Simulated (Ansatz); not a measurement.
**C (Fd-3m): relaxation of cell and ions, by script**

Wanted for C (Fd-3m): a relaxation of cell and ions.

All numbers are computed with Ansatz 0.2.0, driven from Python. Level of theory: DFT r2SCAN, plane waves, norm-conserving potentials.

## (1) Starting point

It takes space group Fd-3m (No. 227, cubic). Conventional cell: a = 3.567 Å, b = 3.567 Å, c = 3.567 Å, α = 90.00°, β = 90.00°, γ = 90.00°. C (site symmetry -43m) has 4 C at 1.54 Å as nearest neighbours.

The script holds or builds the structure itself.

## (2) The code

The input, c.py:

```python
'''Variable-cell relaxation of C.'''

import json
import warnings

import ansatz as az
from ase import Atoms
from ase.io import write
import matplotlib.pyplot as plt
import numpy as np

def edges_and_angles(cell):
    cell = np.asarray(cell)
    a, b, c = np.linalg.norm(cell, axis=1)
    cosines = cell[1] @ cell[2] / (b * c), cell[0] @ cell[2] / (a * c), cell[0] @ cell[1] / (a * b)
    return (a, b, c, *np.degrees(np.arccos(cosines)))


def main() -> None:
    warnings.simplefilter('ignore', az.DeckWarning)

    material = (
        az.Lattice.fcc(3.56674)
        .space_group(227, origin_choice=1)
        .atom('C', (0.0, 0.0, 0.5))
        .primitive()
    )

    # edges free, angles fixed
    job = (
        material.calculation()
        .functional('r2scan')
        .pseudopotentials('nc')
        .kpoints(11, 11, 11, center='gamma')
        .occupations(az.OccupationsMethod.FIXED)
        .mixing('msr1', ndim=4, beta=0.6)
        .scf(tolerance=1e-05, self_checks='high')
        .relax(force_tolerance=0.001, fix_cell=['angles'])
        .density()
    )
    done = job.run(threads=1, pin='off', events_out='events.ndjson')
    with open('events.ndjson') as stream:
        events = [json.loads(line) for line in stream]
    steps = [e['data'] for e in events if e['event'] == 'relax_step']
    rep = done.report
    for s in steps:
        flag = '' if s['accepted'] else '  (rejected)'
        print('step %2d  E = %.5f eV  largest force component = %.4f eV/A%s' % (s['step'], s['lagrangian_ev'], s['allowed_force_max_ev_ang'], flag))

    first, last = steps[0], steps[-1]
    symbols = [site.symbol for site in done.lattice.sites]
    print(f'energy gained {first["lagrangian_ev"] - last["lagrangian_ev"]:.4f} eV in {len(steps) - 1} steps')
    for label, vectors in (('before', first['cell_ang']), ('after', done.lattice.cell_ang)):
        print(label, 'a b c (A) {:.4f} {:.4f} {:.4f}  angles {:.2f} {:.2f} {:.2f}'.format(*edges_and_angles(vectors)), f' V = {abs(np.linalg.det(vectors)):.3f} A^3')
    print('final stress xx yy zz (GPa, compression positive):', np.round(np.diag(rep['stress_gpa']), 3) + 0.0)

    change = np.array(last['positions_ang']) @ np.linalg.inv(last['cell_ang']) - np.array(first['positions_ang']) @ np.linalg.inv(first['cell_ang'])
    moved = np.linalg.norm(change @ np.array(last['cell_ang']), axis=1)
    print('displacement within the cell, strain taken out (A):', ' '.join(f'{s}:{d:.3f}' for s, d in zip(symbols, moved)))

    relaxed = Atoms(symbols, positions=[site.position_ang for site in done.lattice.sites], cell=done.lattice.cell_ang, pbc=True)
    write('relaxed.extxyz', relaxed, format='extxyz')

    fig, (top, bottom) = plt.subplots(2, 1, sharex=True, figsize=(4.5, 4))
    top.plot([s['lagrangian_ev'] - last['lagrangian_ev'] for s in steps], 'o-')
    top.set_ylabel('E - E(final) (eV)')
    bottom.semilogy([max(s['allowed_force_max_ev_ang'], 1e-6) for s in steps], 's-')
    bottom.set(xlabel='step', ylabel='largest force (eV/A)')
    fig.tight_layout()
    fig.savefig('relax.png', dpi=100)

    print('relaxed fractional positions')
    for site in done.lattice.sites:
        print(f'  {site.symbol:2s}', ' '.join(f'{v % 1:8.5f}' for v in np.round(site.position_frac, 5)))

    n_atoms = len(rep['lattice']['sites'])
    print('F =', round(rep['free_energy_ev'], 4), 'eV for', n_atoms, 'atoms')
    print('E(sigma -> 0) =', round(rep['energy_sigma0_ev'], 4), 'eV, TS =', round(rep['entropy_ts_ev'], 5), 'eV')
    print('closed by', rep['closed_by'], 'after', rep['n_iterations'], 'iterations')

    rho = done.density()
    total = sum(ch.density_e_per_ang3 for ch in rho.channels[:2]) if len(rho.channels) < 3 else rho.channels[0].density_e_per_ang3
    print('grid', rho.dims, 'electrons', round(float(total.mean() * rho.cell_volume_ang3), 4))
    profile = total.mean(axis=(0, 1))
    print('planar average along grid axis 2 (e/A^3):')
    print(np.array2string(profile[:: max(len(profile) // 16, 1)], precision=4))


if __name__ == '__main__':
    main()
```

## (3) Launch

Started as:

```console
$ python c.py
```

Log:

```text
step  1  E = -321.48607 eV  largest force component = 0.0000 eV/A
step  2  E = -321.48651 eV  largest force component = 0.0000 eV/A
step  3  E = -321.48659 eV  largest force component = 0.0000 eV/A
step  4  E = -321.48659 eV  largest force component = 0.0000 eV/A
energy gained 0.0005 eV in 3 steps
before a b c (A) 2.5221 2.5221 2.5221  angles 60.00 60.00 60.00  V = 11.344 A^3
after a b c (A) 2.5172 2.5172 2.5172  angles 60.00 60.00 60.00  V = 11.278 A^3
final stress xx yy zz (GPa, compression positive): [0.02 0.02 0.02]
displacement within the cell, strain taken out (A): C:0.000 C:0.000
relaxed fractional positions
  C   0.50000  0.50000  0.50000
  C   0.75000  0.75000  0.75000
F = -321.4866 eV for 2 atoms
E(sigma -> 0) = -321.4866 eV, TS = 0.0 eV
closed by deck_thresholds after 2 iterations
grid (30, 30, 30) electrons 8.0
planar average along grid axis 2 (e/A^3):
[0.4725 0.4385 0.4145 0.401  0.3982 0.4064 0.4252 0.4543 0.493  0.5408
 0.5963 0.6576 0.7223 0.7893 0.8595 0.9333 1.0064 1.0687 1.1083 1.1166
 1.092  1.0396 0.9704 0.896  0.8239 0.7555 0.6897 0.6264 0.5677 0.5158]
```

Wall time 9.3 s (1 thread of Arm Neoverse V2, shared host); peak memory 0.54 GiB.

It wrote relaxed.extxyz:

```xyz
2
Lattice="2.1797998930924233e-16 1.779941689808102 1.7799416898081022 1.779941689808102 1.0898999465462116e-16 1.7799416898081022 1.779941689808102 1.779941689808102 1.9479077199661448e-35" Properties=species:S:1:pos:R:3 pbc="T T T"
C        1.77994169       1.77994169       1.77994169
C        2.66991253       2.66991253       2.66991253
```

## (4) What the engine kept of the run

The report of the run holds:

```
                                                                  item       value
                                                     SCF cycles in all          11
                                                       k-points solved          56
                                                           plane waves        1067
                                                                 bands           8
                                                     valence electrons           8
                                                      free energy (eV)  -321.48659
                                                      Fermi level (eV)      13.412
lowest empty less highest filled level on the mesh, by band count (eV)       4.371
                              pressure (GPa; positive when compressed)        0.02
```

## (5) How the relaxation went

Step by step:

```
step  E - E(step 1) (eV/cell)  largest force component (eV/Å)  pressure (GPa)  volume (Å³)
   1                   0.0000                          0.0000           -2.56        11.34
   2                  -0.0004                          0.0000           -1.00        11.30
   3                  -0.0005                          0.0000            0.02        11.28
   4                  -0.0005                          0.0000            0.02        11.28
```

Step 1 is the start. Step 4 repeats the geometry before it on a plane-wave basis chosen anew for that cell, so its energy need not be comparable with the rows above.

Lengths and angles in the start's conventional setting:

|  | before | after | change |
| --- | --- | --- | --- |
| a (Å) | 3.567 | 3.560 | -0.2 % |
| b (Å) | 3.567 | 3.560 | -0.2 % |
| c (Å) | 3.567 | 3.560 | -0.2 % |
| volume (Å³/atom) | 5.67 | 5.64 | -0.6 % |
| shortest distance (Å) | 1.544 | 1.541 | -0.2 % |
| space group (0.01 Å) | Fd-3m | Fd-3m | same |

Forces and stress were held to the start's 48 operations: a distortion of lower symmetry was not tested.

## (6) Outcome

| quantity | value |
| --- | --- |
| free energy | -321.4866 eV (-160.7433 eV/atom) |
| moves of the relaxation | 2 |
| energy gained (ahead of the last change of basis) | 0.3 meV/atom |
| last largest force component | 0.0000 eV/Å |
| relaxed conventional cell | a = 3.560 Å, b = 3.560 Å, c = 3.560 Å, α = 90.00°, β = 90.00°, γ = 90.00° |
| space group at the end | Fd-3m |

Over 2 moves the cell shrank by 0.6 % in volume, and the space group stayed Fd-3m. Forces vanish by symmetry, so the ions can't move, and the end may be a saddle. Such functionals run on norm-conserving files made under PBE, which can move pressures by some GPa. The Fermi level of a run with fixed occupations marks the highest occupied state on its mesh, not mid-gap. Energies along a relaxation are free energies. Rows at an unchanged volume are solved on a plane-wave basis chosen afresh for that cell, so the energy jumps there and such rows are no steps of the walk. Edges and angles that the script prints are those of the cell as typed, here a primitive one. The fields are valence quantities on the plane-wave grid; their values near the nuclei depend on the potentials.
